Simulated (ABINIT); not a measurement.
# BeS (F-43m) in ABINIT: settings compared

One crystal, BeS, is run at these levels: PBE, PBE+D3, PBE+D3(BJ), PBE+D2; tasks: equation of state.

All numbers are computed with ABINIT 10.8.3 (patched build); they aren't measurements. Logs are shortened: lines on timing, memory, paths and dates and some standing lists are left out, and cuts for length are marked. The log counts tension as positive stress, the text compression.

**1. The crystal as given**

It takes space group F-43m (No. 216, cubic). Conventional cell: a = 4.850 Å, b = 4.850 Å, c = 4.850 Å, α = 90.00°, β = 90.00°, γ = 90.00°. S (site symmetry -43m) is surrounded by 4 Be at 2.10 Å. Be (site symmetry -43m) has 4 S at 2.10 Å as nearest neighbours.

**2. Equation of state, PBE**

run.abi

```
# Datasets: one volume each
ndtset 7
getwfk -1
scalecart1 3*0.9795861087
scalecart2 3*0.9864848297
scalecart3 3*0.9932883884
scalecart4 3*1.0000000000
scalecart5 3*1.0066227096
scalecart6 3*1.0131594038
scalecart7 3*1.0196128224

# Pseudopotentials
pp_dirpath "./"
pseudos "S.GGA_PBE-JTH.xml, Be.GGA_PBE-JTH.xml"

# Structure
acell 3.4294678888 3.4294678888 3.4294678888 Angstrom
rprim
     0.0000000000     0.7071067812     0.7071067812
     0.7071067812     0.0000000000     0.7071067812
     0.7071067812     0.7071067812     0.0000000000
ntypat 2
znucl 16 4
natom 2
typat 1 2
xred
     0.7500000000     0.7500000000     0.7500000000
     0.0000000000     0.0000000000     0.0000000000

# Plane-wave basis
ecut 544.227725 eV
pawecutdg 40.0
pawxcdev 0

# k points
kptopt 1
ngkpt 9 9 9
nshiftk 1
shiftk 0.0 0.0 0.0

# Exchange and correlation
ixc 11

# Bands and occupations
nband 9
occopt 3
tsmear 0.00183747

# SCF cycle
nstep 100
tolvrs 1.0e-9

# Output
iomode 3
prtwf 1
prtden 0
prteig 0
prtebands 0
enunit 2
```

Potentials or basis: JTH PAW PBE v2.0.

The run is started by

```
$ abinit run.abi > log 2>&1
```

run.abo:

```text
.Version 10.8.3 of ABINIT
 DATASET    1 : space group F-4 3 m (#216); Bravais cF (face-center cubic)
================================================================================
 Values of the parameters that define the memory need for DATASET  1.
     intxc =       0    ionmov =       0      iscf =      17    lmnmax =       8
     lnmax =       4     mgfft =      27  mpssoang =       2    mqgrid =    3001
     natom =       2  nloc_mem =       2    nspden =       1   nspinor =       1
    nsppol =       1      nsym =      24    n1xccc =       1    ntypat =       2
    occopt =       3   xclevel =       2
       mpw =         785          nfft =       19683          nkpt =          35
 PAW method is used; the additional fine FFT grid is defined by:
   mgfftf=        40    nfftf =     64000
================================================================================
================================================================================
[... 71 lines left out ...]
 DATASET    7 : space group F-4 3 m (#216); Bravais cF (face-center cubic)
================================================================================
 Values of the parameters that define the memory need for DATASET  7.
     intxc =       0    ionmov =       0      iscf =      17    lmnmax =       8
     lnmax =       4     mgfft =      30  mpssoang =       2    mqgrid =    3001
     natom =       2  nloc_mem =       2    nspden =       1   nspinor =       1
    nsppol =       1      nsym =      24    n1xccc =       1    ntypat =       2
    occopt =       3   xclevel =       2
       mpw =         891          nfft =       27000          nkpt =          35
 PAW method is used; the additional fine FFT grid is defined by:
   mgfftf=        40    nfftf =     64000
================================================================================
================================================================================

--------------------------------------------------------------------------------
------------- Echo of variables that govern the present computation ------------
--------------------------------------------------------------------------------
 -outvars: echo values of preprocessed input variables --------
            acell      6.4807550674E+00  6.4807550674E+00  6.4807550674E+00 Bohr
              amu      3.20660000E+01  9.01218200E+00
             ecut      2.00000000E+01 Hartree
           enunit           2
           getwfk          -1
              ixc          11
           jdtset        1    2    3    4    5    6    7
         kptrlatt        9    0    0      0    9    0      0    0    9
          kptrlen1     5.71361187E+01
          kptrlen2     5.75384990E+01
          kptrlen3     5.79353288E+01
          kptrlen4     5.83267956E+01
          kptrlen5     5.87130770E+01
          kptrlen6     5.90943415E+01
          kptrlen7     5.94707487E+01
            natom           2
            nband           9
           ndtset           7
            ngfft1         27      27      27
            ngfft2         27      27      27
            ngfft3         27      27      27
            ngfft4         30      30      30
            ngfft5         30      30      30
            ngfft6         30      30      30
            ngfft7         30      30      30
          ngfftdg          40      40      40
             nkpt          35
            nstep         100
             nsym          24
           ntypat           2
           occopt           3
        pawecutdg      4.00000000E+01 Hartree
         pawxcdev           0
           prtden           0
        prtebands           0
           prteig           0
            rprim1     0.0000000000E+00  6.9267198023E-01  6.9267198023E-01
                       6.9267198023E-01  0.0000000000E+00  6.9267198023E-01
                       6.9267198023E-01  6.9267198023E-01  0.0000000000E+00
            rprim2     0.0000000000E+00  6.9755011263E-01  6.9755011263E-01
                       6.9755011263E-01  0.0000000000E+00  6.9755011263E-01
                       6.9755011263E-01  6.9755011263E-01  0.0000000000E+00
            rprim3     0.0000000000E+00  7.0236095512E-01  7.0236095512E-01
                       7.0236095512E-01  0.0000000000E+00  7.0236095512E-01
                       7.0236095512E-01  7.0236095512E-01  0.0000000000E+00
            rprim4     0.0000000000E+00  7.0710678120E-01  7.0710678120E-01
                       7.0710678120E-01  0.0000000000E+00  7.0710678120E-01
                       7.0710678120E-01  7.0710678120E-01  0.0000000000E+00
            rprim5     0.0000000000E+00  7.1178974407E-01  7.1178974407E-01
                       7.1178974407E-01  0.0000000000E+00  7.1178974407E-01
                       7.1178974407E-01  7.1178974407E-01  0.0000000000E+00
            rprim6     0.0000000000E+00  7.1641188486E-01  7.1641188486E-01
                       7.1641188486E-01  0.0000000000E+00  7.1641188486E-01
                       7.1641188486E-01  7.1641188486E-01  0.0000000000E+00
            rprim7     0.0000000000E+00  7.2097514092E-01  7.2097514092E-01
                       7.2097514092E-01  0.0000000000E+00  7.2097514092E-01
                       7.2097514092E-01  7.2097514092E-01  0.0000000000E+00
          spgroup         216
           tolvrs      1.00000000E-09
           tsmear      1.83747000E-03 Hartree
            typat      1  2
           useylm           1
           xangst1     3.5632444705E+00  3.5632444705E+00  3.5632444705E+00
                       0.0000000000E+00  0.0000000000E+00  0.0000000000E+00
           xangst2     3.5883385681E+00  3.5883385681E+00  3.5883385681E+00
                       0.0000000000E+00  0.0000000000E+00  0.0000000000E+00
           xangst3     3.6130865129E+00  3.6130865129E+00  3.6130865129E+00
                       0.0000000000E+00  0.0000000000E+00  0.0000000000E+00
           xangst4     3.6375000001E+00  3.6375000001E+00  3.6375000001E+00
                       0.0000000000E+00  0.0000000000E+00  0.0000000000E+00
           xangst5     3.6615901063E+00  3.6615901063E+00  3.6615901063E+00
                       0.0000000000E+00  0.0000000000E+00  0.0000000000E+00
           xangst6     3.6853673314E+00  3.6853673314E+00  3.6853673314E+00
                       0.0000000000E+00  0.0000000000E+00  0.0000000000E+00
           xangst7     3.7088416416E+00  3.7088416416E+00  3.7088416416E+00
                       0.0000000000E+00  0.0000000000E+00  0.0000000000E+00
            xcart1     6.7335561689E+00  6.7335561689E+00  6.7335561689E+00
                       0.0000000000E+00  0.0000000000E+00  0.0000000000E+00
            xcart2     6.7809771408E+00  6.7809771408E+00  6.7809771408E+00
                       0.0000000000E+00  0.0000000000E+00  0.0000000000E+00
            xcart3     6.8277439786E+00  6.8277439786E+00  6.8277439786E+00
                       0.0000000000E+00  0.0000000000E+00  0.0000000000E+00
            xcart4     6.8738787832E+00  6.8738787832E+00  6.8738787832E+00
                       0.0000000000E+00  0.0000000000E+00  0.0000000000E+00
            xcart5     6.9194024862E+00  6.9194024862E+00  6.9194024862E+00
                       0.0000000000E+00  0.0000000000E+00  0.0000000000E+00
            xcart6     6.9643349298E+00  6.9643349298E+00  6.9643349298E+00
                       0.0000000000E+00  0.0000000000E+00  0.0000000000E+00
            xcart7     7.0086949470E+00  7.0086949470E+00  7.0086949470E+00
                       0.0000000000E+00  0.0000000000E+00  0.0000000000E+00
             xred      7.5000000000E-01  7.5000000000E-01  7.5000000000E-01
                       0.0000000000E+00  0.0000000000E+00  0.0000000000E+00
            znucl       16.00000    4.00000

================================================================================

 chkinp: Checking input parameters for consistency, jdtset=   1.

 chkinp: Checking input parameters for consistency, jdtset=   2.
[... 43 lines left out ...]
 getcut : COMMENT -
  Note that boxcut > 2.2 ; recall that boxcut=Gcut(box)/Gcut(sphere) = 2
  is sufficient for exact treatment of convolution.
  Such a large boxcut is a waste : you could raise ecut
  e.g. ecut=   48.977125 Hartrees makes boxcut=2

--- Pseudopotential description ------------------------------------------------
- pspini: atom type   1  psp file is ./S.GGA_PBE-JTH.xml
 Pseudopotential format is: paw10
 basis_size (lnmax)=  4 (lmn_size=  8), orbitals=   0   0   1   1
 Spheres core radius: rc_sph= 1.90380259
 Shapefunction is SIN type: shapef(r)=[sin(pi*r/rshp)/(pi*r/rshp)]**2
 Radius for shape functions =  1.40128485
 Compensation charge density is not taken into account in XC energy/potential

- pspini: atom type   2  psp file is ./Be.GGA_PBE-JTH.xml
 Pseudopotential format is: paw10
 basis_size (lnmax)=  4 (lmn_size=  8), orbitals=   0   0   1   1
 Spheres core radius: rc_sph= 1.60727588
 Shapefunction is SIN type: shapef(r)=[sin(pi*r/rshp)/(pi*r/rshp)]**2
 Radius for shape functions =  1.40108027
 Compensation charge density is not taken into account in XC energy/potential

   7.24354900E+01                                ecore*ucvol(ha*bohr**3)
--------------------------------------------------------------------------------

[... 1308 lines left out ...]
-Cartesian components of stress tensor (GPa)         [Pressure= -3.7420E+00 GPa]
- sigma(1 1)=  3.74195512E+00  sigma(3 2)=  0.00000000E+00
- sigma(2 2)=  3.74195512E+00  sigma(3 1)=  0.00000000E+00
- sigma(3 3)=  3.74195512E+00  sigma(2 1)=  0.00000000E+00

== END DATASET(S) ==============================================================
================================================================================

 -outvars: echo values of variables after computation  --------
            acell      6.4807550674E+00  6.4807550674E+00  6.4807550674E+00 Bohr
           etotal1    -2.5169713222E+01
           etotal2    -2.5170638863E+01
           etotal3    -2.5171248200E+01
           etotal4    -2.5171575669E+01
           etotal5    -2.5171643095E+01
           etotal6    -2.5171477039E+01
           etotal7    -2.5171096580E+01
            fcart1     1.3497957695E-29  2.0730367097E-29 -4.6484728027E-29
                      -1.3497957695E-29 -2.0730367097E-29  4.6484728027E-29
            fcart2     7.4454015823E-30  7.4454015823E-30 -2.2336204747E-29
                      -7.4454015823E-30 -7.4454015823E-30  2.2336204747E-29
            fcart3     7.3944040802E-30  7.3944040802E-30 -2.2183212241E-29
                      -7.3944040802E-30 -7.3944040802E-30  2.2183212241E-29
            fcart4    -2.9379102848E-29 -1.1876506560E-46  2.9379102848E-29
                       2.9379102848E-29  1.1876506560E-46 -2.9379102848E-29
            fcart5     5.8371627359E-29  2.9185813680E-29 -1.1674325472E-28
                      -5.8371627359E-29 -2.9185813680E-29  1.1674325472E-28
[... 38 lines left out ...]
                       0.0000000000E+00  0.0000000000E+00  0.0000000000E+00
           xangst1     3.5632444705E+00  3.5632444705E+00  3.5632444705E+00
                       0.0000000000E+00  0.0000000000E+00  0.0000000000E+00
           xangst2     3.5883385681E+00  3.5883385681E+00  3.5883385681E+00
                       0.0000000000E+00  0.0000000000E+00  0.0000000000E+00
           xangst3     3.6130865129E+00  3.6130865129E+00  3.6130865129E+00
                       0.0000000000E+00  0.0000000000E+00  0.0000000000E+00
           xangst4     3.6375000001E+00  3.6375000001E+00  3.6375000001E+00
                       0.0000000000E+00  0.0000000000E+00  0.0000000000E+00
           xangst5     3.6615901063E+00  3.6615901063E+00  3.6615901063E+00
                       0.0000000000E+00  0.0000000000E+00  0.0000000000E+00
           xangst6     3.6853673314E+00  3.6853673314E+00  3.6853673314E+00
                       0.0000000000E+00  0.0000000000E+00  0.0000000000E+00
           xangst7     3.7088416416E+00  3.7088416416E+00  3.7088416416E+00
                       0.0000000000E+00  0.0000000000E+00  0.0000000000E+00
             xred      7.5000000000E-01  7.5000000000E-01  7.5000000000E-01
                       0.0000000000E+00  0.0000000000E+00  0.0000000000E+00
 Calculation completed.
```

Run time: 43 s. Hardware: 1 thread of Arm Neoverse V2, shared host; peak memory 0.13 GiB.

Results:

* Equilibrium volume: 14.48 Å³/atom
* Bulk modulus: 93 GPa
* Pressure derivative of the bulk modulus: 3.9

Energy against volume, from the lowest point:
| volume (Å³/atom) | energy (meV/atom) |
| --- | --- |
| 13.405 | 26.26 |
| 13.690 | 13.66 |
| 13.975 | 5.37 |
| 14.261 | 0.92 |
| 14.546 | 0.00 |
| 14.831 | 2.26 |
| 15.116 | 7.44 |

Caveat: pressures at fixed basis lie under the slope of the energies. PBE usually gives volumes a little too large and moduli too small.

**3. Equation of state, PBE+D3**

run.abi, as its differences from that of step 2:

```diff
@@ -42,2 +42,3 @@
 ixc 11
+vdw_xc 6
```

Potentials or basis: JTH PAW PBE v2.0.

The run is started by

```
$ abinit run.abi > log 2>&1
```

Wall time 45 s (1 thread of Arm Neoverse V2, shared host); peak memory 0.13 GiB.

The run converged. Its results:

```yaml
Equilibrium_volume: 14.19 Å³/atom
Bulk_modulus: 97 GPa
Pressure_derivative_of_the_bulk_modulus: 3.7
```

Energy against volume, from the lowest point:
| volume (Å³/atom) | energy (meV/atom) |
| --- | --- |
| 13.405 | 14.24 |
| 13.690 | 5.52 |
| 13.975 | 0.92 |
| 14.261 | 0.00 |
| 14.546 | 2.49 |
| 14.831 | 8.04 |
| 15.116 | 16.41 |

Caveat: pressures at fixed basis lie under the slope of the energies.

**4. Equation of state, PBE+D3(BJ)**

run.abi, as its differences from that of step 3:

```diff
@@ -42,3 +42,3 @@
 ixc 11
-vdw_xc 6
+vdw_xc 7
```

The run is started by

```
$ abinit run.abi > log 2>&1
```

It took 45 s on 1 thread of Arm Neoverse V2, shared host; peak memory 0.13 GiB.

Results (log left out):

- Equilibrium volume: 13.95 Å³/atom
- Bulk modulus: 100 GPa
- Pressure derivative of the bulk modulus: 3.9

Energy against volume, from the lowest point:
| volume (Å³/atom) | energy (meV/atom) |
| --- | --- |
| 13.405 | 7.17 |
| 13.690 | 1.56 |
| 13.975 | 0.00 |
| 14.261 | 2.03 |
| 14.546 | 7.36 |
| 14.831 | 15.65 |
| 15.116 | 26.65 |

Caveat: pressures at fixed basis lie under the slope of the energies.

**5. Equation of state, PBE+D2**

run.abi, as its differences from that of step 4:

```diff
@@ -42,3 +42,3 @@
 ixc 11
-vdw_xc 7
+vdw_xc 5
```

The run is started by

```
$ abinit run.abi > log 2>&1
```

It took 44 s on 1 thread of Arm Neoverse V2, shared host; peak memory 0.13 GiB.

The run converged. Its results:

| Item | Value |
| --- | --- |
| Equilibrium volume | 14.24 Å³/atom |
| Bulk modulus | 99 GPa |
| Pressure derivative of the bulk modulus | 3.7 |

Energy against volume, from the lowest point:
```
volume (Å³/atom)  energy (meV/atom)
          13.405              16.70
          13.690               7.02
          13.975               1.60
          14.261               0.00
          14.546               1.92
          14.831               7.02
          15.116              15.04
```

Caveat: pressures at fixed basis lie under the slope of the energies.

**6. Overview**

```tsv
level	V0 of scaled cells (Å³/atom)	B0 (GPa)
PBE	14.48	93
PBE+D3	14.19	97
PBE+D3(BJ)	13.95	100
PBE+D2	14.24	99
```

Alike in all rows: task equation of state; potentials or basis JTH PAW PBE v2.0; no spin polarisation; cell as given; k mesh 9 × 9 × 9; cutoff (eV) 544; smearing fermi-dirac 0.05 eV.

Caveats: pressures at fixed basis lie under the slope of the energies.

Absolute energies hang on the potentials; compare differences alone.
